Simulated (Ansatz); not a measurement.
Moving the functional in Be

The structure is tetragonal, space group P4/mmm (No. 123). The conventional cell has a = 2.233 Å, b = 2.233 Å, c = 2.066 Å, α = 90.00°, β = 90.00°, γ = 90.00°. Be (site symmetry 4/mmm) is surrounded by 6 Be at 2.07 to 2.23 Å.

This isn't the form of Be at room conditions, which is hcp.

Kept alike: task band structure; k mesh 12 × 12 × 13; occupations fermi-dirac, width 0.05 eV; no spin polarisation. Program: Ansatz, Ansatz PAW. Cutoffs run from 420 to 500 eV. The mesh is that of the run's cell of 1 atom. No spin-orbit coupling.

| functional | pressure (GPa) |
| --- | --- |
| BLYP | 1.85 |
| LDA | -3.32 |
| PBE | 0.13 |
| PBEsol | -0.64 |
| RPBE | 2.08 |
| r2SCAN | -0.01 |
| revPBE | 1.82 |

Pressure is positive in compression, with a Pulay correction for the finite cutoff. For a metal such a mesh leaves the last digits unconverged. All rows use potentials made for PBE.

The pressure runs from -3.32 (LDA) to 2.08 GPa (RPBE). From PBE: BLYP +1.72; LDA -3.45; PBEsol -0.77; RPBE +1.95; r2SCAN -0.14; revPBE +1.69. A positive pressure means that the functional's own cell is larger than the one given, a negative one that it is smaller.
